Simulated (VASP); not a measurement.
GaP:

```xyz
2
Lattice="0.0000 2.7252 2.7252 2.7252 0.0000 2.7252 2.7252 2.7252 0.0000" Properties=species:S:1:pos:R:3 pbc="T T T"
Ga    0.0000    0.0000    0.0000
P     4.0879    4.0879    4.0879
```

Program: VASP 6.6.1. Alike in all runs: task band structure; potentials or basis VASP PAW PBE potentials, release 64 (Ga_d, P); no spin polarisation; cell as given; k mesh 4 × 4 × 4; cutoff (eV) 520; smearing fermi-dirac 0.05 eV; the mesh is coarse, so values aren't converged.

Question: Order these runs on this cell by their pressure, lowest first.
A. level PBE-EpsX; grid for exact exchange (PRECFOCK) Fast; share of exact exchange 0.0895
B. level B3LYP; grid for exact exchange (PRECFOCK) Normal
C. level r2SCAN0; grid for exact exchange (PRECFOCK) Fast

Answer: C (-0.7 GPa), A (2.1 GPa), B (4.2 GPa).

Caveats: all runs use coarse meshes; an unscreened hybrid on a path of extra k points without a Coulomb cutoff has errors near the mesh points, so the bands along the path aren't reliable; the PAW data sets were made with another functional, which shifts forces and pressure a little.

Runs at the PBE level aren't shown here.
